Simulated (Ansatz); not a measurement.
Working through a comparison of enthalpies under pressure of two structures of Br

With the Ansatz DFT code, driven from Python.

Typed at the interpreter:
```pycon
>>> import ansatz as az
>>> import numpy as np
>>> from tabulate import tabulate
>>> SETTINGS = {
...     "xc": "pbe",
...     "cutoff_ev": 420,
...     "k_spacing": 0.3,
...     "occupations": "fermi_dirac",
...     "smearing_width": 0.01,
... }
>>> def diamond(a_site, a):
...     return (
...         az.Lattice.fcc(a)
...         .space_group(227, origin_choice=1)
...         .atom(a_site, (0, 0, 0))
...         .primitive()
...     )
...
>>> def hcp(a_site, a):
...     return (
...         az.Lattice.from_parameters(a, a, 1.633 * a, alpha=90, beta=90, gamma=120)
...         .space_group(194)
...         .atom(a_site, (1 / 3, 2 / 3, 0.25))
...     )
...
>>> def run_phase(name, crystal, pressure=0.0):
...     calc = (
...         crystal.calculation()
...         .functional(SETTINGS["xc"])
...         .basis(SETTINGS["cutoff_ev"])
...         .kpoints(spacing=SETTINGS["k_spacing"])
...         .occupations(SETTINGS["occupations"], width=SETTINGS["smearing_width"])
...     )
...     calc = calc.relax(force_tolerance=0.03, cell=True, pressure=pressure)
...     return calc.run(threads=1, backend="cpu")
...
>>> def volume_per_atom(outcome):
...     return abs(np.linalg.det(outcome.lattice.cell_ang)) / len(outcome.lattice.sites)
...
>>> phases = {}
>>> phases["diamond"] = diamond("Br", 6.48)
>>> phases["hcp"] = hcp("Br", 3.33)
>>> # H = E + PV, with 1 eV per cubic angstrom equal to 160.2 GPa
>>> pressures = [0, 20, 40, 60]
>>> enthalpy, volume = {name: [] for name in phases}, {name: [] for name in phases}
>>> for p in pressures:
...     for name, crystal in phases.items():
...         o = run_phase(name, crystal, pressure=p)
...         volume[name].append(volume_per_atom(o))
...         enthalpy[name].append(o.report["energy_sigma0_ev"] / len(o.lattice.sites) + p * volume[name][-1] / 160.21766)
...
>>> gap = np.array(enthalpy["hcp"]) - np.array(enthalpy["diamond"])
>>> rows = [(p, va, vb, 1000 * d) for p, va, vb, d in zip(pressures, volume["diamond"], volume["hcp"], gap)]
>>> print(tabulate(rows, headers=["P (GPa)", "V diamond (A^3/atom)", "V hcp (A^3/atom)", "H(hcp) - H(diamond) (meV/atom)"], floatfmt=".4f", tablefmt="rst"))
=========  ======================  ==================  ================================
  P (GPa)    V diamond (A^3/atom)    V hcp (A^3/atom)    H(hcp) - H(diamond) (meV/atom)
=========  ======================  ==================  ================================
        0                 42.7107             35.8829                         -247.7182
       20                 27.3936             19.9782                        -1380.3705
       40                 22.9775             17.3005                        -2189.5632
       60                 20.3736             15.4953                        -2812.8849
=========  ======================  ==================  ================================
>>> crossings = [p0 - g0 * (p1 - p0) / (g1 - g0) for p0, p1, g0, g1 in zip(pressures, pressures[1:], gap, gap[1:]) if g0 * g1 < 0]
>>> print("crossing near", [round(float(p), 1) for p in crossings], "GPa") if crossings else print("no crossing in this range")
no crossing in this range
```

What to keep in mind:
- Total energies depend on the potentials; only differences at equal settings carry meaning.
- At a fixed pressure a relaxation lowers the enthalpy F + PV, while F alone can rise.
- For the metals among these phases the mesh is modest: differences between phases can be off by up to 40 meV an atom.
- Only these two structures are compared, at zero temperature and with their symmetry kept; either may be hypothetical, and another phase may be lower than both. Differences under about 40 meV an atom lie within the error of mesh and functional.
- The cells are prototypes set up for this calculation and needn't exist.
- The whole script took 25 s on 1 thread of AMD EPYC 9R45 96-Core Processor (Zen 5), on a shared host, peak memory 0.44 GiB.
